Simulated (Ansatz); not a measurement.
## Te₂Mo, space group P-3m1: a cleavage or sliding curve, step by step

Computed with Ansatz 0.2.0 through its Python package.

Interactive session:
```pycon
>>> import warnings
>>> import ansatz as az
>>> import numpy as np
>>> vectors0 = np.array([
...     [3.56039, 0.0, 0.0],
...     [-1.7802, 3.08339, 0.0],
...     [0.0, 0.0, 24.81126],
... ])
>>> sites = [
...     ("Te", [1 / 3, 2 / 3, 0.07937]),
...     ("Te", [2 / 3, 1 / 3, 0.77636]),
...     ("Te", [2 / 3, 1 / 3, 0.92063]),
...     ("Te", [1 / 3, 2 / 3, 0.22364]),
...     ("Mo", [1 / 3, 2 / 3, 0.84846]),
...     ("Mo", [2 / 3, 1 / 3, 0.15154]),
... ]
>>> def make_crystal(cell):
...     crystal = az.Crystal(lattice=az.Lattice.of(cell))
...     for symbol, position in sites:
...         crystal = crystal.atom(symbol, position)
...     return crystal
...
>>> warnings.simplefilter("ignore", az.DeckWarning)
>>> block = make_crystal(vectors0).supercell(1, 1, 1).resolved()
>>> cell0 = np.array(block.lattice.vectors)
>>> xyz = np.array([site.position for site in block.sites]) @ cell0
>>> normal = np.cross(cell0[0], cell0[1])
>>> area = np.linalg.norm(normal)
>>> normal *= np.sign(normal @ cell0[2]) / area
>>> # the atoms stay where they are; only the third vector changes
>>> energies = []
>>> for amount in [0, 0.5, 1.0, 2.0, 4.0]:
...     cell = cell0.copy()
...     cell[2] += amount * normal
...     moved = az.Crystal(lattice=az.Lattice.of(cell))
...     for site, fraction in zip(block.sites, xyz @ np.linalg.inv(cell)):
...         moved = moved.atom(site.symbol, fraction)
...     model = (
...         moved.calculation()
...         .occupations("Gaussian", width=0.1)
...         .functional("PBEsol")
...         .basis(38 * az.Ry)
...         .kpoints(6, 6, 1)
...     )
...     energies.append(model.run(threads=1).report["free_energy_ev"])
...     print(f"gap {amount:4.2f} A: {(energies[-1] - energies[0]) / area * 16.02177:8.4f} J/m^2")
...
gap 0.00 A:   0.0000 J/m^2
gap 0.50 A:   0.0425 J/m^2
gap 1.00 A:   0.0654 J/m^2
gap 2.00 A:   0.0791 J/m^2
gap 4.00 A:   0.0825 J/m^2
```

Caveats:
- Semilocal gaps usually lie well under measured ones.
- The cell holds layers, chains or clusters in vacuum, no bulk phase.
- The structure comes from a database of computed cells and needn't be a stable or known phase.
- Levels are Kohn-Sham eigenvalues on this mesh, without spin-orbit coupling.
- The atoms are held rigidly, so these energies lie above those of relaxed faces or faults.
- Timing: 28 s on 1 thread of Arm Neoverse V2, on a shared host, peak memory 0.62 GiB.

(Lines on the test bed's own set-up are left out of the output.)
